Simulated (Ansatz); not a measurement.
**BeTe: the gap from level to level**

A database entry relaxed whole under r2SCAN at zero pressure (F-43m, No. 216):

```
Be Te
1.0
     0.00000    2.82844    2.82844
     2.82844    0.00000    2.82844
     2.82844    2.82844    0.00000
Be Te
1 1
Direct
  0.00000 0.00000 0.00000
  0.25000 0.25000 0.25000
```

Its volume is 22.63 Å³ an atom, +6.5 % against the entry's 21.25, which is old or was flagged in a check.

Single points on this cell with plane-wave PAW DFT (Ansatz 0.2.0; r2SCAN 500 eV, hybrids 420 eV; fermi-dirac occupations of width 0.020 eV; no moments): r2SCAN on a 8×8×8 Γ-centred mesh; r2SCAN with spin-orbit coupling on a 8×8×8 Γ-centred mesh; HSE06 on a 8×8×8 Γ-centred mesh; PBE0 on a 8×8×8 Γ-centred mesh.

Problem. How do gap, pressure and charges move from level to level?

Solution. The runs give:

```
                          level  gap (eV), or kind  pressure (GPa)  Bader charge of Be (e)  Bader charge of Te (e)
                         r2SCAN               2.38             0.0                   +1.55                   -1.55
r2SCAN with spin-orbit coupling               2.09             0.0                   +1.55                   -1.55
                          HSE06               2.69            -0.8                   +1.53                   -1.53
                           PBE0               3.34            -0.8                   +1.53                   -1.53
```

Under r2SCAN the gap is 2.38 eV, over mesh and band path. HSE06 moves it by +0.31 eV and PBE0 by +0.96 eV; PBE0 keeps its exact exchange at long range, which widens the gap over HSE06's by 0.65 eV on their common mesh. Spin-orbit coupling moves the r2SCAN gap by -0.29 eV, which the hybrid values lack.

Caveats: the relaxation kept the start's symmetry; HSE06 is read on its mesh and at the zone's corners, PBE0 on its mesh alone; the relaxed cell lies far from the entry, by an error of the functional or of the entry; hybrid pressures are good to a few tenths of a GPa; pressure is positive in compression.
